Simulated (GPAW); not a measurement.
# HgTe (Coloradoite) (F-43m) in GPAW: settings compared

The runs below take HgTe (Coloradoite) through single point, relaxation of cell and atoms, with PBE, PBEsol, PBEsol+D3.

Everything below comes from runs of GPAW 26.7.0. Logs are shortened: lines on timing, memory, paths and dates and some standing lists are left out, and cuts for length are marked. The log counts tension as positive stress, the text compression.

## (1) The crystal as given

It takes space group F-43m (No. 216, cubic). Conventional cell: a = 6.429 Å, b = 6.429 Å, c = 6.429 Å, α = 90.00°, β = 90.00°, γ = 90.00°. Hg (site symmetry -43m) has 4 Te at 2.78 Å as nearest neighbours. Te (site symmetry -43m) has 4 Hg at 2.78 Å as nearest neighbours.

## (2) Single point, PBE

File run.py:

```python
from ase import Atoms
from ase.dft.bandgap import bandgap
from ase.io import write
from ase.units import GPa
from gpaw import GPAW, PW

atoms = Atoms(['Hg', 'Te'],
              cell=[[0.0, 3.2145, 3.2145],
                    [3.2145, 0.0, 3.2145],
                    [3.2145, 3.2145, 0.0]],
              scaled_positions=[[0.0, 0.0, 0.0],
                                [0.75, 0.75, 0.75]],
              pbc=True)

calc = GPAW(mode=PW(400),
            xc='PBE',
            kpts={'size': (6, 6, 6), 'gamma': True},
            occupations={'name': 'fermi-dirac', 'width': 0.05},
            nbands=18,
            maxiter=120,
            txt='gpaw.txt')
atoms.calc = calc
energy = atoms.get_potential_energy()
forces = atoms.get_forces()
stress = atoms.get_stress()
calc.write('gs.gpw')
write('result.traj', atoms)
print(f'Energy: {energy:.6f} eV')
print('Forces (eV/A):')
print(forces.round(4))
print('Stress (GPa):', (stress / GPa).round(3))
print('Fermi level:', round(calc.get_fermi_level(), 4), 'eV')
print(f'Gap: {bandgap(calc)[0]:.4f} eV, direct: {bandgap(calc, direct=True)[0]:.4f} eV')
```

Potentials or basis: GPAW PAW data sets (gpaw-data 1.2.1), pw.

On the command line:

```console
OMP_NUM_THREADS=1 python run.py
```

gpaw.txt:

```text
__  _  _
 | _ |_)|_||  |
 |__||  | ||/\| - 26.7.0

Input parameters:
  mode=PW(ecut=400.0),
  kpts=MonkhorstPack(size=(6, 6, 6), gamma=True),
  maxiter=120,
  nbands=18,
  occupations=Occupations(name='fermi-dirac', width=0.05),
  xc=XC(name='PBE')

Diagonalizing LCAO Hamiltonian
Converting LCAO to pw mode

                      Te

       Hg

Atoms  # Å, Bohr magnetons
|   | symbol |        x |        y |        z |    initial magnetic moments |
|---|--------|----------|----------|----------|-----------------------------|
| 0 |     Hg | 0.000000 | 0.000000 | 0.000000 | ( 0.0000,  0.0000,  0.0000) |
| 1 |     Te | 4.821750 | 4.821750 | 4.821750 | ( 0.0000,  0.0000,  0.0000) |

Unit cell  # Å
| periodic |        x |        y |        z |  lengths |    angles |
|----------|----------|----------|----------|----------|-----------|
|      yes | 0.000000 | 3.214500 | 3.214500 | 4.545989 | 60.000000 |
|      yes | 3.214500 | 0.000000 | 3.214500 | 4.545989 | 60.000000 |
|      yes | 3.214500 | 3.214500 | 0.000000 | 4.545989 | 60.000000 |

Number of symmetries: 24
Symmetry operations  # r_c * U_cc + t_c -> r_c
|    | kind |            matrix            |
|----|------|------------------------------|
|  0 |  E   |  1, 0, 0,  0, 1, 0,  0, 0, 1 |
|  1 |  σ   |  1, 0, 0,  0, 0, 1,  0, 1, 0 |
|  2 |  σ   |  1, 0,-1,  0, 1,-1,  0, 0,-1 |
|  3 |  C3  |  1, 0,-1,  0, 0,-1,  0, 1,-1 |
|  4 |  C3  |  1,-1, 0,  0,-1, 1,  0,-1, 0 |
|  5 |  σ   |  1,-1, 0,  0,-1, 0,  0,-1, 1 |
|  6 |  σ   |  0, 1, 0,  1, 0, 0,  0, 0, 1 |
|  7 |  C3  |  0, 1, 0,  0, 0, 1,  1, 0, 0 |
|  8 |  C2  |  0, 1,-1,  1, 0,-1,  0, 0,-1 |
|  9 |  S4  |  0, 1,-1,  0, 0,-1,  1, 0,-1 |
| 10 |  C3  |  0, 0, 1,  1, 0, 0,  0, 1, 0 |
| 11 |  σ   |  0, 0, 1,  0, 1, 0,  1, 0, 0 |
| 12 |  S4  |  0, 0,-1,  1, 0,-1,  0, 1,-1 |
| 13 |  C3  |  0, 0,-1,  0, 1,-1,  1, 0,-1 |
| 14 |  S4  |  0,-1, 1,  1,-1, 0,  0,-1, 0 |
| 15 |  C2  |  0,-1, 1,  0,-1, 0,  1,-1, 0 |
| 16 |  C3  |  0,-1, 0,  1,-1, 0,  0,-1, 1 |
| 17 |  S4  |  0,-1, 0,  0,-1, 1,  1,-1, 0 |
| 18 |  S4  | -1, 1, 0, -1, 0, 1, -1, 0, 0 |
| 19 |  C3  | -1, 1, 0, -1, 0, 0, -1, 0, 1 |
| 20 |  C3  | -1, 0, 1, -1, 1, 0, -1, 0, 0 |
| 21 |  S4  | -1, 0, 1, -1, 0, 0, -1, 1, 0 |
| 22 |  σ   | -1, 0, 0, -1, 1, 0, -1, 0, 1 |
| 23 |  C2  | -1, 0, 0, -1, 0, 1, -1, 1, 0 |

BZ-sampling:
  Number of BZ points: 216
  Number of IBZ points: 16

  Monkhorst-Pack size: [6, 6, 6]
  Monkhorst-Pack shift: [0.08333333333333333, 0.08333333333333333, 0.08333333333333333]

K-points  # in reciprocal-cell coordinates
|     |                                coordinates |     weight |
|-----|--------------------------------------------|------------|
|   0 | (  0.00000000,   0.00000000,   0.00000000) | 0.00462963 |
|   1 | (  0.16666667,   0.16666667,   0.00000000) | 0.02777778 |
|   2 | (  0.16666667,   0.16666667,   0.16666667) | 0.03703704 |
|   3 | (  0.33333333,   0.16666667,   0.16666667) | 0.05555556 |
|   4 | (  0.33333333,   0.33333333,  -0.33333333) | 0.05555556 |
|   5 | (  0.33333333,   0.33333333,   0.00000000) | 0.02777778 |
|   6 | (  0.33333333,   0.33333333,   0.16666667) | 0.11111111 |
|   7 | (  0.33333333,   0.33333333,   0.33333333) | 0.03703704 |
|   8 | (  0.50000000,   0.33333333,  -0.33333333) | 0.11111111 |
|   9 | (  0.50000000,   0.33333333,  -0.16666667) | 0.05555556 |
| ... |                                            |            |
|  15 | (  0.50000000,   0.50000000,   0.50000000) | 0.01851852 |

Plane wave coefficients: 1243
Cutoff: 400.0 eV

Spin-components: 1 (collinear spins)
Bands:           18
Projectors:      11
Spin-degeneracy: 2
Datatype:        complex128

Parallelization:
  kpt:    1
  domain: 1
  band:   1

Density:
  Valence electrons: 24.0
  Components: 1
  Grid points: [21 21 21]
  Charge: 0.0  # |e|

Potential:
  Grid points: [21 21 21]

species:
  Hg:
    name:    Mercury
    Z:       80.0
    valence: 18
    core:    62
    charge:  0.0  # [|e|]
    compensation charges:
      type: gauss
      rc: 0.41  # [Å]
      lmax: 2
    cutoffs:
      filter: 2.17  # [Å]
      core: 2.06  # [Å]
    projectors
    | kind |    occ | energy [eV] | rcut [Å] |
    |------|--------|-------------|----------|
    |   6s |  2.000 |      -6.783 |    1.307 |
    |   5p |  6.000 |     -66.572 |    1.291 |
    |   6p |  0.000 |      -1.056 |    1.291 |
    |   5d | 10.000 |      -9.891 |    1.302 |
    |    s |        |      20.429 |    1.307 |
    |    d |        |      17.320 |    1.302 |

    Using partial waves for Hg as LCAO basis

  Te:
    name:    Tellurium
    Z:       52.0
    valence: 6
    core:    46
    charge:  0.0  # [|e|]
    compensation charges:
      type: gauss
      rc: 0.36  # [Å]
      lmax: 2
    cutoffs:
      filter: 2.09  # [Å]
      core: 3.17  # [Å]
    projectors
    | kind |    occ | energy [eV] | rcut [Å] |
    |------|--------|-------------|----------|
    |   5s |  2.000 |     -15.089 |    1.180 |
    |   5p |  4.000 |      -5.955 |    1.196 |
    |    s |        |      12.123 |    1.180 |
    |    p |        |      21.256 |    1.196 |
    |    d |        |       0.000 |    1.238 |

    Using partial waves for Te as LCAO basis

Reference energy: -717946.462161  # eV

eigensolver:
  PPCG
  Converge bands: occupied
  niter=2

density mixing:
  MSR1-Mixer
  Pratt-step length: 0.05
  Maximum mixing coefficient: 0.75
  Old densities: 10
  SVD Regularization: 0.005
  Good broyden scale: 1.0
  Trust region scale: 1.0
  Backstep threshold: 4.0
  History deletion threshold: 6.0
  Fourier metric: weight=20.0, sigma=0.015

occupation numbers:
  Fermi-Dirac:
    width: 0.0500  # eV

poisson solver:
  ecut: 3200.0  # eV

xc functional:
  name: PBE with 2 nearest neighbor stencil

convergence criteria:
- Maximum [total energy] change in last 3 cyles: 0.0005 eV / valence electron
- Maximum integral of absolute [dens]ity change: 0.0001 electrons / valence electron
- Maximum integral of absolute [eigenst]ate change: 4e-08 eV^2 / valence electron
maximum number of iterations: 120

SCF iterations
|iter     | |      energy | eigst |  dens |
|---------|-|-------------|-------|-------|
|iter:   1| |   -4.485004 | -0.11 |       |
|iter:   2| |   -4.444737 | -2.10 | -1.44 |
|iter:   3| |   -4.335714 | -2.00 | -1.48 |
|iter:   4| |   -4.346067 | -2.72 | -1.88 |
|iter:   5| |   -4.352375 | -3.07 | -2.21 |
|iter:   6| |   -4.352699c| -4.45 | -3.24 |
|iter:   7| |   -4.352749c| -5.13 | -3.71 |
|iter:   8| |   -4.352749c| -6.75 | -4.28c|
|iter:   9| |   -4.352749c| -7.33 | -4.98c|
|iter:  10| |   -4.352749c| -7.78c| -5.47c|

Converged in 10 steps
Energy contributions relative to reference atoms: (reference = -717946.462161)

Energy contributions:
  Kinetic:          30.410732
  Coulomb:         -25.157727
  Zero:             -1.911177
  External:          0.000000
  Xc:               -7.694102
  Entropy:          -0.000949
  Spinorbit:         0.000000
  ----------------------------
  Free energy:      -4.353224
  Extrapolated:     -4.352749

dipole moment: (-17.496545, -17.496545, -17.496545)  # |e|*Ang

Fermi level: 4.737
Eigenvalues  # (at kpt = [0.000, 0.000, 0.000])
| band index |      eig [eV] | occ [0-2] |
|------------|---------------|-----------|
|          0 |       -58.869 |     2.000 |
|        ... |               |           |
|          5 |        -2.855 |     2.000 |
|          6 |        -2.855 |     2.000 |
|          7 |        -2.330 |     2.000 |
|          8 |        -2.330 |     2.000 |
|          9 |         4.141 |     2.000 |
|         10 |         4.700 |     1.346 |
|         11 |         4.700 |     1.346 |
|         12 |         4.700 |     1.346 |
|         13 |         8.934 |     0.000 |
|         14 |         8.934 |     0.000 |
|         15 |         8.934 |     0.000 |
|         16 |        11.253 |     0.000 |
|         17 |        14.427 |     0.000 |

No gap
No difference between direct/indirect transitions

Forces  # eV/Ang
|        x |       y |        z |
|----------|---------|----------|
| -0.00000 | 0.00000 |  0.00000 |  # Hg   0
| -0.00000 | 0.00000 | -0.00000 |  # Te   1

Stress tensor  # eV/Ang^3
|         x |         y |         z |
|-----------|-----------|-----------|
| -0.021500 | -0.000000 |  0.000000 |
| -0.000000 | -0.021500 |  0.000000 |
|  0.000000 |  0.000000 | -0.021500 |

# Writing to gs.gpw (mode='')
```

It took 7.5 s on 1 thread of Arm Neoverse V2, shared host; peak memory 0.14 GiB.

The run converged, but some of its settings lie outside the range that counts as converged, so its numbers aren't taken as properties of the crystal.

Results:

```yaml
Free_energy: -4.3532 eV
Pressure: 3.4 GPa
Band_gap_on_the_k_mesh: none (metal or under the smearing width)
```

Caveat: the cutoff is short for stress and forces, so pressures can be off by a GPa or more.

(Continued in part 2 of 2.)
